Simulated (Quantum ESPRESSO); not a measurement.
LuH2:

```xyz
3
Lattice="0.0000 2.5165 2.5165 2.5165 0.0000 2.5165 2.5165 2.5165 0.0000" Properties=species:S:1:pos:R:3 pbc="T T T"
Lu    0.0000    0.0000    0.0000
H     3.7748    3.7748    3.7748
H     1.2583    1.2583    1.2583
```

- Program: Quantum ESPRESSO 7.5
- Task: phonons
- Functional: LDA
- Potentials or basis: JTH 2.0 LDA
- Cutoff: 544 eV
- Density cutoff: 3265 eV
- k mesh: 9 × 9 × 9
- Occupations: gaussian, width 0.136 eV
- Spin: no spin polarisation
- Form of the LDA correlation: PW92
- Mixing beta: 0.5
- Most SCF iterations: 120
- SCF threshold: 6e-10 Ry

The cell and the atoms were relaxed first, to 9.85 Å³/atom (a = 3.470 Å, b = 3.470 Å, c = 3.470 Å, α = 60.00°, β = 60.00°, γ = 60.00°), and the response was taken there.

Problem. Where do the zone-centre optical modes lie?

Solution. T1u at 1038 cm⁻¹ (IR); T2g at 1232 cm⁻¹ (Raman).

Optical modes at Γ, degenerate ones joined:
```
cm⁻¹  components  symmetry  active in
1038           3       T1u         IR
1232           3       T2g      Raman
```

Caveat: the cutoff is low for these files, which shifts pressure and relaxed volume.
